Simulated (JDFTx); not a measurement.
## BaTe under changes of volume

One of the cells (39.652 Å³/atom); the others are scaled copies at fixed shape and fractional positions:

```
Ba Te
1.0
     0.00000    3.41000    3.41000
     3.41000    0.00000    3.41000
     3.41000    3.41000    0.00000
Ba Te
1 1
Direct
  0.00000 0.00000 0.00000
  0.50000 0.50000 0.50000
```

| Item | Value |
| --- | --- |
| Program | JDFTx 1.7.0 (patched build) |
| Functional | LDA |
| Potentials or basis | PseudoDojo-SR-LDA-0.4.1-standard with smoothed tails |
| Cutoff | 1088 eV |
| Density cutoff | 8708 eV |
| k mesh | 7 × 7 × 7 |
| Occupations | fermi-dirac, width 0.05 eV |
| Spin | no spin polarisation |

```csv
volume (Å³/atom),energy over the lowest point (meV/atom),pressure (GPa),gap on the mesh (eV)
37.273,36.50,3.7,1.15
38.066,20.63,2.7,1.21
38.859,9.57,1.8,1.26
39.652,2.84,0.9,1.31
40.445,0.00,0.2,1.36
41.238,?,?,?
42.031,4.46,-1.1,1.44
```

Task: What does the run at 41.238 Å³/atom give?

Result: Energy over the lowest point 0.66 meV/atom; pressure -0.5 GPa; gap on the mesh 1.40 eV.

Worked out: A Birch-Murnaghan fit of order 3 (a polynomial in V^(-2/3)) to the other rows has its minimum at 40.68 Å³/atom with B0 = V·E''(V) = 35 GPa and B' = 4.4. It gives 0.66 meV/atom at 41.238 Å³/atom, against the run's 0.66, and -dE/dV = -0.5 GPa, against -0.5. A straight line through the other rows of the gap, of slope 2.41 eV per unit of ln V, gives 1.40 eV, against the run's 1.40.

Energies are extrapolated to zero smearing.

Caveats: this release of the barium file is off; spin-orbit coupling is left out, which moves the levels of the heavy elements; an odd mesh through Γ misses points on the zone boundary, where band edges often lie.
